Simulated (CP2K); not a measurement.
The system is InSe.

```
In Se
1.0
     8.75025    0.00000    0.00000
     7.83599    3.89411    0.00000
     7.83599    1.83973    3.43213
In Se
2 2
Direct
  0.88860 0.88860 0.88860
  0.00000 0.00000 0.00000
  0.17190 0.17190 0.17190
  0.38350 0.38350 0.38350
```

Base run:

| Property | Result |
| --- | --- |
| Program | CP2K 2026.2 |
| Functional | PBEsol |
| Potentials or basis | POTENTIAL_UZH In GTH-PBE-q13, Se GTH-PBE-q6; TZVP-MOLOPT-PBE-GTH basis |
| Density cutoff | 9184 eV |
| k mesh | 8 × 8 × 8 |
| Occupations | fermi-dirac, width 0.05 eV |
| Spin | no spin polarisation |

Its results: band gap on the k mesh 0.29 eV, direct; pressure 1.1 GPa; largest force 0.464 eV/Å.

**Question.** After a change of settings the same cell gave: band gap on the k mesh 0.89 eV, direct; pressure 3.1 GPa; largest force 0.579 eV/Å. Which change was it?
A. functional from PBEsol to TASK
B. functional from PBEsol to LDA
C. functional from PBEsol to AM05
D. functional from PBEsol to WC

**Answer.** A.

TASK gives the wider gap, since meta-GGAs in the generalised Kohn-Sham scheme recover part of the derivative discontinuity.

Caveats: the potentials were made for another functional, which shifts forces and pressure; spin-orbit coupling is left out, which moves the levels of the heavy elements; the basis of atomic orbitals isn't converged, which shifts pressures, moduli and gaps.

Runs at the PBE level aren't shown here.
